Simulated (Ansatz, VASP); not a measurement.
## Sb in VASP and in Ansatz

```xyz
4
Lattice="-4.0030 4.0030 2.0119 4.0030 -4.0030 2.0119 4.0030 4.0030 -2.0119" Properties=species:S:1:pos:R:3 pbc="T T T"
Sb    1.2110    5.2140    0.0000
Sb    2.7920    1.2110    0.0000
Sb    2.7920   -1.2110    2.0119
Sb    1.2110    2.7920    2.0119
```

Change from the starting cell: volume scaled by 0.98.

Alike in both runs: task single point; functional PBEsol; k mesh 7 × 7 × 7; occupations fermi-dirac, width 0.05 eV; no spin polarisation.

|  | VASP | Ansatz |
| --- | --- | --- |
| version | VASP 6.6.1 | Ansatz 0.2.0 |
| potentials or method | VASP PAW PBE potentials, release 64 (Sb) | Ansatz PAW |
| plane-wave cutoff (eV) | 520 | 420 |
| valence electrons in the cell | 20 | 60 |

Ansatz gave:

- gap on the k mesh at the Fermi level (eV): none
- pressure (GPa): 0.3
- largest component of the traceless stress (GPa): 0.37
- rms of the force components (eV/Å): 0.007

**Question.** What did VASP give for the same quantities?

**Answer.** gap on the k mesh at the Fermi level (eV): none; pressure (GPa): 0.4; largest component of the traceless stress (GPa): 0.41; rms of the force components (eV/Å): 0.012.

Atom by atom the forces differ by 0.005 eV/Å (rms over components). A gap of «none» marks a metal or a gap that the smearing closes. The two sets of potentials don't hold the same shells in valence.

Caveats: the PAW data sets were made with another functional, which shifts forces and pressure a little (VASP); the PAW data sets come from PBE, with cores solved anew for the run's functional, which leaves a small shift of forces and pressure (Ansatz). The runs have no spin-orbit coupling, so splittings on Sb are missing.
